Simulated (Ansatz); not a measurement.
## Relaxation path: zincblende AlAs (110), 3 layers

DFT, LDA, PAW with Ansatz's default frozen-core files, scalar-relativistic (Ansatz 0.2.0); a Γ-centred 8×6×1 k mesh, Fermi–Dirac smearing of 0.02 eV, no spin polarisation. The run relaxes the atoms in the fixed cell.

Command: `ansatz run input.yaml --threads 2 --pin off --max-ram 4096MiB --backend cpu --events-out ev --progress --plain --runs-dir out` It took 64 s on 2 threads of Intel(R) Xeon(R) Platinum 8488C (Sapphire Rapids), with other jobs on the host, peak memory 0.69 GiB.

```yaml
crystal:
  lattice:
    - [3.9798385303, 0.0, 0.0]
    - [0.0, 5.6283416255, 0.0]
    - [0.0, 0.0, 19.9798]
  atoms:
    - { symbol: Al, position: [0.25, 0.125, 0.4004034442] }
    - { symbol: As, position: [0.75, 0.875, 0.4004034442] }
    - { symbol: Al, position: [0.75, 0.625, 0.5] }
    - { symbol: As, position: [0.25, 0.375, 0.5] }
    - { symbol: Al, position: [0.25, 0.125, 0.5995965558] }
    - { symbol: As, position: [0.75, 0.875, 0.5995965558] }
kpoints:
  mp_grid: { grid: [8, 6, 1] }
scf:
  occupations: { method: fermi_dirac, width: 0.02 }
hamiltonian:
  xc: lda
  pseudopotentials: { kind: paw }
output:
  forces: true
  stress: true
  eigenvalues: true
  write_density: true
  write_potential: true
  elf: true
  volumetric_format: npy
relax:
  f_tol: 0.01
  max_steps: 40
efield:
  axis: 3
  amplitude: 0
  dipole_correction: true
```

Each step lists its free energy a cell above the last geometry, and Cartesian positions (Å) with forces (eV/Å).

The first step:

```
step 1  dF = 1310.21 meV
  Al 0.9950 0.7035 8.0000   0.0000 -1.2845 0.9654
  As 2.9849 4.9248 8.0000   0.0000 0.5772 -1.2574
  Al 2.9849 3.5177 9.9899   0.0000 0.6984 0.0000
  As 0.9950 2.1106 9.9899   0.0000 0.7163 0.0000
  Al 0.9950 0.7035 11.9798   0.0000 -1.2845 -0.9654
  As 2.9849 4.9248 11.9798   0.0000 0.5772 1.2574
```

The PAW files were made under PBE. The cell is 1×1, so reconstructions are forbidden.

Problem. Where does the relaxation end, and by which steps?

Solution. After 6 geometries, with a shortest distance of 2.408 Å. The further steps:
```
step 2  dF = 328.66 meV
  Al 0.9950 0.5804 8.1555   0.0000 -0.3923 0.8662
  As 2.9849 4.9060 7.8390   0.0000 0.0372 -0.5720
  Al 2.9849 3.6750 9.9899   0.0000 0.4997 0.0000
  As 0.9950 2.2373 9.9899   0.0000 0.2112 0.0000
  Al 0.9950 0.5804 11.8243   0.0000 -0.3923 -0.8663
  As 2.9849 4.9060 12.1408   0.0000 0.0372 0.5720
step 3  dF = 17.28 meV
  Al 0.9950 0.4974 8.3313   0.0000 0.0285 0.2629
  As 2.9849 4.8927 7.7614   0.0000 0.0293 0.0367
  Al 2.9849 3.7778 9.9899   0.0000 0.1242 0.0001
  As 0.9950 2.3269 9.9899   0.0000 -0.2397 -0.0003
  Al 0.9950 0.4974 11.6485   0.0000 0.0284 -0.2628
  As 2.9849 4.8927 12.2184   0.0000 0.0292 -0.0370
step 4  dF = 3.60 meV
  Al 0.9950 0.4876 8.3638   0.0000 0.0382 0.1211
  As 2.9849 4.8991 7.7709   0.0000 -0.0082 -0.0049
  Al 2.9849 3.7938 9.9900   0.0000 -0.0807 -0.0004
  As 0.9950 2.3175 9.9898   0.0000 0.0207 0.0006
  Al 0.9950 0.4877 11.6160   0.0000 0.0384 -0.1215
  As 2.9849 4.8993 12.2089   0.0000 -0.0084 0.0053
step 5  dF = 0.05 meV
  Al 0.9950 0.4853 8.3929   0.0000 -0.0128 -0.0114
  As 2.9849 4.9012 7.7803   0.0000 0.0163 0.0032
  Al 2.9849 3.7855 9.9899   0.0000 0.0013 0.0000
  As 0.9950 2.3266 9.9899   0.0000 -0.0082 -0.0001
  Al 0.9950 0.4853 11.5868   0.0000 -0.0129 0.0118
  As 2.9849 4.9012 12.1996   0.0000 0.0164 -0.0034
step 6  dF = 0.00 meV
  Al 0.9950 0.4849 8.3912   0.0000 -0.0020 -0.0006
  As 2.9849 4.9023 7.7802   0.0000 0.0026 -0.0009
  Al 2.9849 3.7853 9.9899   0.0000 -0.0027 -0.0001
  As 0.9950 2.3251 9.9899   0.0000 0.0015 0.0001
  Al 0.9950 0.4849 11.5885   0.0000 -0.0020 0.0007
  As 2.9849 4.9024 12.1996   0.0000 0.0026 0.0009
```
